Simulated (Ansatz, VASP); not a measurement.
**Ti in VASP and in Ansatz**

The input INCAR:

```
ALGO = Normal
EDIFF = 1E-6
EDIFFG = -0.02
ENCUT = 600
GGA = PS
IBRION = 2
ISIF = 3
ISMEAR = 0
LASPH = True
LCHARG = False
LREAL = False
LWAVE = False
NELM = 80
NSW = 80
PREC = Accurate
SIGMA = 0.1
```

KPOINTS

```
k-points
0
Gamma
  13 13 13
```

The input POSCAR:

```
Ti
1.0
    0.0000000000      2.0300000000      2.0300000000
    2.0300000000      0.0000000000      2.0300000000
    2.0300000000      2.0300000000      0.0000000000
Ti
1
Direct
    0.0000000000      0.0000000000      0.0000000000
```

Input for Ansatz:

```yaml
crystal:
  lattice:
    - [0.0, 2.03, 2.03]
    - [2.03, 0.0, 2.03]
    - [2.03, 2.03, 0.0]
  atoms:
    - { symbol: Ti, position: [0.0, 0.0, 0.0] }
kpoints:
  mp_grid:
    grid: [13, 13, 13]
hamiltonian:
  xc: pbesol
  dispersion: none
scf:
  occupations:
    method: gaussian
    width: 0.1
relax:
  f_tol: 0.02
  cell: {}
```

This isn't the form of Ti at room conditions, which is hcp.

Alike in both runs: task relaxation of cell and atoms; functional PBEsol; k mesh 13 × 13 × 13; occupations gaussian, width 0.1 eV; no spin polarisation.

|  | VASP | Ansatz |
| --- | --- | --- |
| version | VASP 6.6.1 | Ansatz 0.2.0 |
| potentials or method | VASP PAW PBE potentials, release 64 (Ti_sv) | plane waves, PAW |
| plane-wave cutoff (eV) | 600 | 420 |
| valence electrons in the cell | 12 | 12 |

```csv
,VASP,Ansatz,Ansatz less VASP
relaxed volume (Å³/atom),16.63,16.67,+0.043
relaxed cell length with the largest relative difference (Å),2.865,2.868,+0.0025
```

Caveats: the PAW data sets were made with another functional, which shifts forces and pressure a little (VASP).
